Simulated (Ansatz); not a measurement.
VO2:

```
V O
1.0
     4.50720    0.00000    0.00000
     0.00000    4.50720    0.00000
     0.00000    0.00000    3.04445
V O
2 4
Direct
  0.50000 0.50000 0.50000
  0.00000 0.00000 0.00000
  0.20036 0.79964 0.50000
  0.79964 0.20036 0.50000
  0.70036 0.70036 0.00000
  0.29964 0.29964 0.00000
```

The cell is a database's computed one.

- Program: Ansatz 0.2.0
- Task: relaxation of cell and atoms
- Functional: revPBE
- Dispersion: D3(BJ)
- Potentials or basis: Ansatz PAW
- Cutoff: 420 eV (not typed: the program's choice for these potentials)
- k mesh: 6 × 6 × 9
- Occupations: fermi-dirac, width 0.05 eV
- Spin: collinear spin, ferromagnetic start
- Starting moments: [2.0, 2.0, 0.0, 0.0, 0.0, 0.0] μB

At the start: volume 10.31 Å³/atom.

Question: How do energy, volume and symmetry change on relaxing?

Answer: It ends after 9 steps and the volume is 9.76 Å³/atom (-5.3 %); space group P4_2/mnm (No. 136, to 0.05 Å); moment 2.00 μB per cell.

Step by step:
| step | energy change (eV) | largest force (eV/Å) | volume (Å³) |
| --- | --- | --- | --- |
| 1 | 0.0000 | 0.2117 | 61.85 |
| 2 | -0.2788 | 0.4644 | 59.84 |
| 3 | -0.3514 | 0.1120 | 57.85 |
| 4 | -0.3627 | 0.0219 | 58.54 |
| 5 | -0.3623 | 0.0008 | 58.65 |
| 6 | -0.3624 | 0.0014 | 58.63 |
| 7 | -0.3562 | 0.0013 | 58.63 |
| 8 | -0.3566 | 0.0004 | 58.58 |
| 9 | -0.3563 | 0.0004 | 58.58 |

Final structure:
```xyz
6
Lattice="4.5529 0.0000 0.0000 0.0000 4.5529 0.0000 0.0000 0.0000 2.8262" Properties=species:S:1:pos:R:3 pbc="T T T"
V     2.2764    2.2764    1.4131
V     0.0000    0.0000    0.0000
O     0.9149    3.6380    1.4131
O     3.6380    0.9149    1.4131
O     3.1913    3.1913    0.0000
O     1.3616    1.3616    0.0000
```

Caveat: the plane-wave basis is chosen anew once the cell has moved, so the energies of steps on either side of that aren't comparable; the pressure holds a Pulay correction of +0.8 GPa for the finite cutoff; the PAW data sets come from PBE, with cores solved anew for the run's functional, which leaves a small shift of forces and pressure.
